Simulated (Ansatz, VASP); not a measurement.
**Be: VASP beside Ansatz**

INCAR

```
ALGO = Normal
EDIFF = 1E-7
ENCUT = 520
GGA = PE
ISIF = 2
ISMEAR = -1
LASPH = True
LCHARG = False
LREAL = False
LWAVE = False
NBANDS = 9
NELM = 60
PREC = Accurate
SIGMA = 0.01
```

Contents of KPOINTS:

```
k-points
0
Gamma
  16 16 9
```

Contents of POSCAR:

```
Be
1.0
    2.2656737714      0.0000000000      0.0000000000
   -1.1328368857      1.9621310427      0.0000000000
    0.0000000000      0.0000000000      3.5587036811
Be
2
Direct
    0.3333333333      0.6666666667      0.2500000000
    0.6666666667      0.3333333333      0.7500000000
```

Input for Ansatz:

```yaml
crystal:
  lattice:
    - [2.2656737714, 0.0, 0.0]
    - [-1.1328368857, 1.9621310427, 0.0]
    - [0.0, 0.0, 3.5587036811]
  atoms:
    - { symbol: Be, position: [0.3333333333, 0.6666666667, 0.25] }
    - { symbol: Be, position: [0.6666666667, 0.3333333333, 0.75] }
hamiltonian:
  xc: pbe
  pseudopotentials:
    kind: paw
    azcp:
      Be: "pseudopotentials/Be.paw.azcp"
basis:
  ecutwfc: 420
  fft_grid_basis: typed
kpoints:
  mp_grid: { grid: [16, 16, 9], shift: [0, 0, 0] }
magnetization:
  spin_polarized: false
scf:
  occupations: { method: fermi_dirac, width: 0.01 }
  lower_state_search: "off"
output:
  stress: true
```

Alike in both runs: task single point; functional PBE; k mesh 16 × 16 × 9; occupations fermi-dirac, width 0.01 eV; no spin polarisation.

|  | VASP | Ansatz |
| --- | --- | --- |
| version | VASP 6.6.1 | Ansatz 0.2.0 |
| potentials or method | VASP PAW PBE potentials, release 64 (Be) | plane waves (420 eV) with PAW, scalar-relativistic |
| plane-wave cutoff (eV) | 520 | 420 |
| valence electrons in the cell | 4 | 4 |

VASP gave:

- pressure (GPa): 0.2
- largest component of the traceless stress (GPa): 0.21

Task: Which values does Ansatz return?

Result: Pressure (GPa): 0.0; largest component of the traceless stress (GPa): 0.25.

The functional is the same, so the differences come from potentials, cutoffs and numerics.
